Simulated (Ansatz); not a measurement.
Crystal: InSe.

```
In Se
1.0
     2.00000    1.15470    8.44000
    -2.00000    1.15470    8.44000
     0.00000   -2.30940    8.44000
In Se
2 2
Direct
  0.88860 0.88860 0.88860
  0.00000 0.00000 0.00000
  0.17190 0.17190 0.17190
  0.38350 0.38350 0.38350
```

* Program: Ansatz 0.2.0
* Task: relaxation of cell and atoms
* Functional: BLYP
* Potentials or basis: Ansatz PAW
* Cutoff: 420 eV (not typed: the program's choice for these potentials)
* k mesh: 8 × 8 × 8
* Occupations: fermi-dirac, width 0.05 eV
* Spin: no spin polarisation

At the start: volume 29.24 Å³/atom.

How do energy, volume and symmetry change on relaxing?

It ends after 18 steps and the volume is 42.27 Å³/atom (+44.6 %); space group R3m (No. 160, to 0.05 Å).

The path:
| step | energy change (eV) | largest force (eV/Å) | volume (Å³) |
| --- | --- | --- | --- |
| 1 | 0.0000 | 0.4356 | 116.95 |
| 2 | -0.2594 | 0.2873 | 132.83 |
| 3 | -0.2789 | 0.2473 | 140.41 |
| 4 | -0.2991 | 0.0966 | 140.41 |
| 5 | -0.3068 | 0.0191 | 141.99 |
| 6 | -0.3132 | 0.0501 | 146.01 |
| 7 | -0.3139 | 0.0047 | 147.56 |
| 8 | -0.3139 | 0.0030 | 148.01 |
| 9 | -0.3216 | 0.0041 | 148.01 |
| 10 | -0.3245 | 0.0047 | 150.71 |
| 11 | -0.3295 | 0.0261 | 156.85 |
| 12 | -0.3315 | 0.0088 | 159.98 |
| 13 | -0.3330 | 0.0290 | 166.28 |
| 14 | -0.3333 | 0.0041 | 166.04 |
| 15 | -0.3333 | 0.0004 | 166.60 |
| 16 | -0.3363 | 0.0010 | 166.60 |
| 17 | -0.3371 | 0.0054 | 169.07 |
| 18 | -0.3373 | 0.0054 | 169.07 |

Final structure:
```yaml
crystal:
  lattice:
    - [2.10620, 1.21601, 11.00230]
    - [-2.10620, 1.21601, 11.00230]
    - [0.00000, -2.43203, 11.00230]
  atoms:
    - { symbol: In, position: [0.90072, 0.90072, 0.90072] }
    - { symbol: In, position: [0.98795, 0.98795, 0.98795] }
    - { symbol: Se, position: [0.19630, 0.19630, 0.19630] }
    - { symbol: Se, position: [0.35904, 0.35904, 0.35904] }
```

Caveat: the volume moved by over 15 % at a fixed basis, so the end points are rough; the plane-wave basis is chosen anew once the cell has moved, so the energies of steps on either side of that aren't comparable; the PAW data sets come from PBE, with cores solved anew for the run's functional, which leaves a small shift of forces and pressure.
